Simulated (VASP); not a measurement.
# TiC (P-6m2) in VASP: further runs, part 2 of 3

VASP 6.6.1.

## Step 3: Band structure, r2SCAN0

POSCAR reads:

```
TiC
1.0
    3.0420900000      0.0000000000      0.0000000000
   -1.5210400000      2.6345200000      0.0000000000
    0.0000000000      0.0000000000      2.6979700000
Ti C
1 1
Direct
    0.0000000000      0.0000000000      0.5000000000
    0.3333300000      0.6666700000      0.0000000000
```

INCAR.step1 reads:

```
  ALGO = Normal
  EDIFF = 1E-5
  ENCUT = 520
  GGA = PE
  ISIF = 2
  ISMEAR = -1
  LASPH = True
  LCHARG = False
  LMAXMIX = 4
  LREAL = False
  LWAVE = True
  NELM = 80
  PREC = Accurate
  SIGMA = 0.05
```

INCAR.step2 reads:

```
  AEXX = 0.25
  ALGO = Normal
  EDIFF = 1E-6
  ENCUT = 520
  HFRCUT = -1
  ISIF = 2
  ISMEAR = -1
  ISTART = 1
  LASPH = True
  LCHARG = False
  LHFCALC = True
  LMAXMIX = 4
  LMIXTAU = True
  LREAL = False
  LWAVE = False
  METAGGA = R2SCAN
  NELM = 80
  PREC = Accurate
  PRECFOCK = Fast
  SIGMA = 0.05
```

KPOINTS reads:

```
k-points
0
Gamma
  5 5 5
```

KPOINTS_OPT reads:

```
path GMKGALHA,LM,KH
8
line-mode
reciprocal
 0.0000000000  0.0000000000  0.0000000000  G
 0.5000000000  0.0000000000  0.0000000000  M

 0.5000000000  0.0000000000  0.0000000000  M
 0.3333333333  0.3333333333  0.0000000000  K

 0.3333333333  0.3333333333  0.0000000000  K
 0.0000000000  0.0000000000  0.0000000000  G

 0.0000000000  0.0000000000  0.0000000000  G
 0.0000000000  0.0000000000  0.5000000000  A

 0.0000000000  0.0000000000  0.5000000000  A
 0.5000000000  0.0000000000  0.5000000000  L

 0.5000000000  0.0000000000  0.5000000000  L
 0.3333333333  0.3333333333  0.5000000000  H

 0.3333333333  0.3333333333  0.5000000000  H
 0.0000000000  0.0000000000  0.5000000000  A

 0.5000000000  0.0000000000  0.5000000000  L
 0.5000000000  0.0000000000  0.0000000000  M

 0.3333333333  0.3333333333  0.0000000000  K
 0.3333333333  0.3333333333  0.5000000000  H
```

Potentials or basis: VASP PAW PBE potentials, release 64 (Ti_sv, C).

Command:

```console
cat potpaw_PBE.64/Ti_sv/POTCAR potpaw_PBE.64/C/POTCAR > POTCAR
cp INCAR.step1 INCAR
mpirun -np 1 vasp_std > vasp.out
cp INCAR.step2 INCAR
mpirun -np 1 vasp_std > vasp.out
```

OUTCAR:

```text
AEXX = 0.25
   EDIFF = 1E-6
   ENCUT = 520
   ISIF = 2
   ISMEAR = -1
   ISTART = 1
   LASPH = True
   LHFCALC = True
   LREAL = False
   METAGGA = R2SCAN
   NELM = 80
   PREC = Accurate
   PRECFOCK = Fast

 ion  position               nearest neighbor table
   1  0.000  0.000  0.500-   2 2.21   2 2.21   2 2.21   2 2.21   2 2.21   2 2.21
   2  0.333  0.667  0.000-   1 2.21   1 2.21   1 2.21   1 2.21   1 2.21   1 2.21

  LATTYP: Found a hexagonal cell.
 ALAT       =     3.0420900000
 C/A-ratio  =     0.8868804013

  Lattice vectors:

 A1 = (   3.0420900000,   0.0000000000,   0.0000000000)
 A2 = (  -1.5210400000,   2.6345200000,   0.0000000000)
 A3 = (   0.0000000000,   0.0000000000,   2.6979700000)

Analysis of symmetry for initial positions (statically):
=====================================================================
 Subroutine PRICEL returns:
 Original cell was already a primitive cell.

 Routine SETGRP: Setting up the symmetry group for a
 hexagonal supercell.

 Subroutine GETGRP returns: Found  4 space group operations
 (whereof  4 operations were pure point group operations)
 out of a pool of 24 trial point group operations.

[... 175 lines left out ...]
 Fermi energy:         8.5510033804

 k-point     1 :       0.0000    0.0000    0.0000
  band No.  band energies     occupation
      1     -54.8230      2.00000
      2     -28.5989      2.00000
      3     -28.5988      2.00000
      4     -28.1663      2.00000
      5      -6.0980      2.00000
      6       6.1980      2.00000
      7       6.1981      2.00000
      8       7.2384      2.00000
      9      11.8731      0.00000
     10      13.1983      0.00000
     11      13.1983      0.00000
     12      16.0286      0.00000
[... 331 lines left out ...]
 k-point    24 :       0.2000    0.2000    0.4000
  band No.  band energies     occupation
      1     -54.6855      2.00000
      2     -28.8378      2.00000
      3     -28.7982      2.00000
      4     -28.6236      2.00000
      5      -2.6735      2.00000
      6       3.4569      2.00000
      7       4.4306      2.00000
      8       6.6042      2.00000
      9      10.3131      0.00000
     10      12.9993      0.00000
     11      14.6381      0.00000
     12      14.9447      0.00000

 [... further k-points ...]
[... 5 lines left out ...]
  --------------------------------------------------------------------------------------
  -------------------------------------------------------------------------------------
  Total       -0.2419402     -0.2420001     -1.6968756     -0.0000535      0.0000000      0.0000000
  in kB      -17.9270103    -17.9314523   -125.7331854     -0.0039660      0.0000000      0.0000000
  external PRESSURE =     -53.8638826 kB  Pullay stress =       0.0000000 kB

 VOLUME and BASIS-vectors are now :
 -----------------------------------------------------------------------------
  energy-cutoff  :      520.00
  volume of cell :       21.62
      direct lattice vectors                 reciprocal lattice vectors
     3.042090000  0.000000000  0.000000000     0.328721372  0.189787269  0.000000000
    -1.521040000  2.634520000  0.000000000     0.000000000  0.379575786  0.000000000
     0.000000000  0.000000000  2.697970000     0.000000000  0.000000000  0.370649044

 POSITION                                       TOTAL-FORCE (eV/Angst)
 -----------------------------------------------------------------------------------
      0.00000      0.00000      1.34899        -0.000147      0.000085      0.000000
     -0.00001      1.75636      0.00000         0.000147     -0.000085      0.000000
 -----------------------------------------------------------------------------------
    total drift:                                0.000050      0.000082     -0.000000

  FREE ENERGIE OF THE ION-ELECTRON SYSTEM (eV)
  ---------------------------------------------------
  free  energy   TOTEN  =       -26.6064613058 eV

  energy  without entropy=      -26.6064304354  energy(sigma->0) =      -26.60644587
```

OUTCAR.step1:

```text
EDIFF = 1E-5
   ENCUT = 520
   GGA = PE
   ISIF = 2
   ISMEAR = -1
[... 582 lines left out ...]
 -----------------------------------------------------------------------------------
      0.00000      0.00000      1.34899        -0.000082      0.000047      0.000000
     -0.00001      1.75636      0.00000         0.000082     -0.000047      0.000000
 -----------------------------------------------------------------------------------
    total drift:                                0.000100      0.000039     -0.000000

  FREE ENERGIE OF THE ION-ELECTRON SYSTEM (eV)
  ---------------------------------------------------
  free  energy   TOTEN  =       -17.3519341698 eV

  energy  without entropy=      -17.3446325912  energy(sigma->0) =      -17.34828338
```

OSZICAR.step1:

```text
N       E                     dE             d eps       ncg     rms          rms(c)
DAV:   1     0.126714488183E+03    0.12671E+03   -0.87685E+03   648   0.160E+03
DAV:   2    -0.802161569260E+01   -0.13474E+03   -0.12772E+03   664   0.389E+02
DAV:   3    -0.227705122558E+02   -0.14749E+02   -0.14091E+02  1128   0.110E+02
DAV:   4    -0.232590861615E+02   -0.48857E+00   -0.48792E+00   796   0.187E+01
DAV:   5    -0.232741573354E+02   -0.15071E-01   -0.15070E-01   940   0.292E+00    0.175E+01
DAV:   6    -0.186463825920E+02    0.46278E+01   -0.44645E+01   800   0.719E+01    0.932E+00
DAV:   7    -0.174122000264E+02    0.12342E+01   -0.85083E+00   888   0.352E+01    0.472E+00
DAV:   8    -0.173656520835E+02    0.46548E-01   -0.23430E-01   740   0.559E+00    0.305E+00
DAV:   9    -0.173630665683E+02    0.25855E-02   -0.25746E-01   836   0.630E+00    0.104E+00
DAV:  10    -0.173527076451E+02    0.10359E-01   -0.46765E-02   912   0.273E+00    0.392E-01
DAV:  11    -0.173520318549E+02    0.67579E-03   -0.35450E-03   760   0.805E-01    0.139E-01
DAV:  12    -0.173519701361E+02    0.61719E-04   -0.39414E-04   864   0.224E-01    0.551E-02
DAV:  13    -0.173519345303E+02    0.35606E-04   -0.94475E-05   936   0.120E-01    0.633E-03
DAV:  14    -0.173519341698E+02    0.36056E-06   -0.22065E-06   372   0.164E-02
   1 F= -.17351934E+02 E0= -.17348283E+02  d E =-.730158E-02
```

Wall time 17 min (1 thread of Intel Xeon Platinum 8488C (Sapphire Rapids), shared host); peak memory 0.17 GiB.

What came out:

* Free energy: -26.6065 eV
* Pressure: -5.4 GPa
* Band gap along the path: none (metal or under the smearing width)

Stress tensor (GPa, compression positive):
```
 -1.79   0.00   0.00
  0.00  -1.79   0.00
  0.00   0.00 -12.57
```

Levels at the corners of the path, in eV from the Fermi level:
```csv
point,band 4,band 5,band 6,band 7,band 8,band 9,band 10,band 11,band 12
Γ,-36.72,-14.65,-2.35,-2.35,-1.31,3.32,4.65,4.65,7.48
M,-36.67,-11.99,-6.33,-0.81,-0.78,-0.31,4.22,5.02,5.33
M,-36.67,-11.99,-6.33,-0.81,-0.78,-0.31,4.22,5.02,5.33
K,-36.66,-11.61,-4.85,-4.35,-0.62,3.20,3.55,3.56,4.98
K,-36.66,-11.61,-4.85,-4.35,-0.62,3.20,3.55,3.56,4.98
Γ,-36.72,-14.65,-2.35,-2.35,-1.31,3.32,4.65,4.65,7.48
Γ,-36.72,-14.65,-2.35,-2.35,-1.31,3.32,4.65,4.65,7.48
A,-37.07,-11.15,-7.07,-1.13,-1.13,2.33,2.33,6.10,6.24
A,-37.07,-11.15,-7.07,-1.13,-1.13,2.33,2.33,6.10,6.28
L,-37.15,-11.04,-5.28,-3.72,-3.26,2.66,4.89,6.03,7.12
L,-37.15,-11.04,-5.28,-3.72,-3.26,2.66,4.89,6.03,7.12
H,-37.29,-10.79,-5.84,-5.00,-1.30,2.47,5.72,6.26,7.14
H,-37.29,-10.79,-5.84,-5.00,-1.30,2.47,5.72,6.26,7.14
A,-37.07,-11.15,-7.07,-1.13,-1.13,2.33,2.33,6.10,6.20
L,-37.15,-11.04,-5.28,-3.72,-3.26,2.66,4.89,6.03,7.12
M,-36.67,-11.99,-6.33,-0.81,-0.78,-0.31,4.22,5.02,5.33
K,-36.66,-11.61,-4.85,-4.35,-0.62,3.20,3.55,3.56,4.98
H,-37.29,-10.79,-5.84,-5.00,-1.30,2.47,5.72,6.26,7.14
```

Caveat: the k mesh is coarse (spacing up to 0.48 Å⁻¹), so the values aren't converged, least of all with exact exchange; the PAW data sets were made with another functional, which shifts forces and pressure a little.

## Step 4: Band structure, HSE06

POSCAR is that of step 3.

INCAR.step1 reads:

```
ALGO = Normal
EDIFF = 1E-5
ENCUT = 520
GGA = PE
ISIF = 2
ISMEAR = -1
LASPH = T
LCHARG = F
LMAXMIX = 4
LREAL = F
LWAVE = T
NBANDS = 15
NELM = 60
PREC = Accurate
SIGMA = 0.05
```

INCAR.step2 reads:

```
ALGO = Normal
EDIFF = 1E-7
ENCUT = 520
GGA = PE
HFSCREEN = 0.2
ISIF = 2
ISMEAR = -1
ISTART = 1
LASPH = T
LCHARG = F
LHFCALC = T
LMAXMIX = 4
LREAL = F
LWAVE = F
NBANDS = 15
NELM = 60
PREC = Accurate
PRECFOCK = Fast
SIGMA = 0.05
```

KPOINTS is that of step 3.

Changes to KPOINTS_OPT since step 3:

```diff
@@ -1,3 +1,3 @@
 path GMKGALHA,LM,KH
-8
+12
 line-mode
```

Command:

```console
cat potpaw_PBE.64/Ti_sv/POTCAR potpaw_PBE.64/C/POTCAR > POTCAR
cp INCAR.step1 INCAR
mpirun -np 1 vasp_std > vasp.out
cp INCAR.step2 INCAR
mpirun -np 1 vasp_std > vasp.out
```

It took 29 min on 1 thread of Intel Xeon Platinum 8488C (Sapphire Rapids), shared host; peak memory 0.27 GiB.

Results (log left out):

| Quantity | Value |
| --- | --- |
| Free energy | -20.5230 eV |
| Pressure | -4.9 GPa |
| Band gap along the path | none (metal or under the smearing width) |

Stress tensor (GPa, compression positive):
```
 -1.85   0.00   0.00
  0.00  -1.85   0.00
  0.00   0.00 -10.95
```

Levels at the corners of the path, in eV from the Fermi level:
```
point  band 6  band 7  band 8  band 9  band 10  band 11
    Γ   -1.93   -1.93   -1.00    2.80     4.13     4.13
    M   -5.82   -0.60   -0.34    0.03     3.74     4.46
    M   -5.82   -0.60   -0.34    0.03     3.74     4.46
    K   -4.39   -3.93   -0.32    2.63     2.94     3.07
    K   -4.39   -3.93   -0.32    2.63     2.94     3.07
    Γ   -1.93   -1.93   -1.00    2.80     4.13     4.13
    Γ   -1.93   -1.93   -1.00    2.80     4.13     4.13
    A   -6.55   -0.75   -0.75    1.84     1.84     5.56
    A   -6.55   -0.75   -0.75    1.84     1.84     5.56
    L   -4.74   -3.24   -2.79    2.09     4.32     5.41
    L   -4.74   -3.24   -2.79    2.09     4.32     5.41
    H   -5.30   -4.47   -0.90    1.86     5.07     5.72
    H   -5.30   -4.47   -0.90    1.86     5.07     5.72
    A   -6.55   -0.75   -0.75    1.84     1.84     5.56
    L   -4.74   -3.24   -2.79    2.09     4.32     5.41
    M   -5.82   -0.60   -0.34    0.03     3.74     4.46
    K   -4.39   -3.93   -0.32    2.63     2.94     3.07
    H   -5.30   -4.47   -0.90    1.86     5.07     5.72
```

Caveat: the k mesh is coarse (spacing up to 0.48 Å⁻¹), so the values aren't converged, least of all with exact exchange; the PAW data sets were made with another functional, which shifts forces and pressure a little.

(Part 2 of 3 ends here.)
